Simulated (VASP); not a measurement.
Sb: single point with PBEsol

Sb:

```
Sb
1.0
     0.00000    2.37124    2.37124
     2.54909    0.00000    2.37124
     2.54909    2.37124    0.00000
Sb
1
Direct
  0.00000 0.00000 0.00000
```

The cell isn't the ideal one: strain +0.0750 x Voigt [1, 0, 0, 0, 0, 0], atoms carried along.

```json
{"Program": "VASP 6.6.1", "Task": "single point", "Functional": "PBEsol", "Potentials or basis": "VASP PAW PBE potentials, release 64 (Sb)", "Cutoff": "520 eV", "k mesh": "18 × 18 × 18", "Occupations": "gaussian, width 0.15 eV", "Spin": "no spin polarisation"}
```

```
Pressure               : -5.0 GPa
Band gap on the k mesh : none (metal or under the smearing width)
```

Stress tensor (GPa, compression positive):
```
-4.20  0.00  0.00
 0.00 -5.38  0.00
 0.00  0.00 -5.38
```

Levels at points of the mesh, in eV from the Fermi level:
| k point | band 1 | band 2 | band 3 | band 4 | band 5 | band 6 | band 7 | band 8 |
| --- | --- | --- | --- | --- | --- | --- | --- | --- |
| (0.00, 0.00, 0.00) | -12.46 | 4.82 | 4.89 | 4.89 | 9.52 | 9.99 | 9.99 | 10.30 |
| (0.50, 0.00, 0.00) | -9.04 | -5.43 | 2.75 | 3.90 | 7.34 | 8.96 | 9.53 | 9.76 |
| (0.50, 0.50, 0.00) | -7.31 | -4.41 | -0.16 | 0.38 | 3.82 | 4.49 | 17.02 | 17.10 |
| (0.00, 0.50, 0.50) | -8.16 | -4.91 | 0.95 | 0.95 | 4.70 | 5.08 | 17.45 | 17.98 |

Run time: 98 s on 1 thread of AMD EPYC 7R13 Processor (Zen 3) (shared host), peak memory 0.21 GiB.

Caveat: the PAW data sets were made with another functional, which shifts forces and pressure a little. The run has no spin-orbit coupling, so splittings on Sb are missing.
